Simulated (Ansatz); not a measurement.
Wanted: the native input for an Ansatz 0.2.0 run.

| Property | Result |
| --- | --- |
| Task | electron localisation function |
| Functional | PBEsol |
| Dispersion | D4 |
| Potentials or basis | Ansatz PAW |
| Cutoff | 420 eV (not typed: the program's choice for these potentials) |
| k mesh | 10 × 10 × 10 |
| Occupations | tetrahedron |
| Spin | no spin polarisation |

The system is Li.

```
Li
1.0
     0.00000    2.20200    2.20200
     2.20200    0.00000    2.20200
     2.20200    2.20200    0.00000
Li
1
Direct
  0.00000 0.00000 0.00000
```

This isn't the form of Li at room conditions, which is bcc.

The input as run:

input.yaml

```yaml
crystal:
  lattice: { a: 4.404, b: 4.404, c: 4.404, alpha: 90.0, beta: 90.0, gamma: 90.0 }
  space_group: 225
  reduce_to_primitive: true
  atoms:
    - { symbol: Li, wyckoff: "4a", position: [0.0, 0.0, 0.0] }
hamiltonian:
  xc: pbesol
  pseudopotentials: { kind: paw }
  dispersion: d4
kpoints:
  mp_grid: { grid: [10, 10, 10] }
scf:
  occupations: { method: tetrahedron }
output:
  forces: true
  stress: true
  write_density: true
  write_potential: true
  elf: true
  volumetric_format: npy
```

Potentials or basis: Ansatz PAW.

Launch:

```console
$ ansatz run input.yaml --threads 1 --pin off --max-ram 2560MiB --backend cpu --events-out ev --progress --plain --runs-dir out
```

Results of the run:

```
Pressure               : -0.8 GPa
Band gap on the k mesh : none (metal or under the smearing width)
```

Caveat: pairwise dispersion overbinds metals, which lowers pressure and volume; with tetrahedron occupations forces and stress needn't match the slope of the energy.

Wall time 0.42 s on 1 thread of AMD EPYC 9R45 96-Core Processor (Zen 5), with other jobs on the host, peak memory 0.32 GiB.
